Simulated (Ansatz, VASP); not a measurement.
**Se: VASP beside Ansatz**

```xyz
3
Lattice="4.3662 0.0000 0.0000 -2.1831 3.7812 0.0000 0.0000 0.0000 5.0031" Properties=species:S:1:pos:R:3 pbc="T T T"
Se    0.9841    0.0000    1.6677
Se   -0.4921    0.8523    3.3354
Se    1.6910    2.9289    0.0000
```

Change from the starting cell: zz strain of +1 %, PAW files.

Alike in both runs: task electric field gradients; functional PBE; k mesh 6 × 6 × 5; occupations fermi-dirac, width 0.03 eV; no spin polarisation.

```csv
,VASP,Ansatz
version,VASP 6.6.1,Ansatz 0.2.0
potentials or method,"VASP PAW PBE potentials, release 64 (Se)","PAW with Ansatz's default frozen-core files, scalar-relativistic"
plane-wave cutoff (eV),520,420
valence electrons in the cell,18,48
```

Ansatz gave:

| Quantity | Value |
| --- | --- |
| gap on the k mesh at the Fermi level (eV) | 1.33 |
| pressure (GPa) | 2.0 |
| largest component of the traceless stress (GPa) | 0.68 |
| rms of the force components (eV/Å) | 0.163 |
| Vzz of the field gradient on the site that differs most (V/Å²) | -521.2 |

**Question.** What did VASP give for the same quantities?

**Answer.** gap on the k mesh at the Fermi level (eV): 1.33; pressure (GPa): 2.1; largest component of the traceless stress (GPa): 0.72; rms of the force components (eV/Å): 0.180; Vzz of the field gradient on the site that differs most (V/Å²): -503.9.

Atom by atom the forces differ by 0.017 eV/Å (rms over components). The two sets of potentials don't hold the same shells in valence.

Caveats: an odd mesh through Γ misses points on the zone boundary, where band edges often lie.
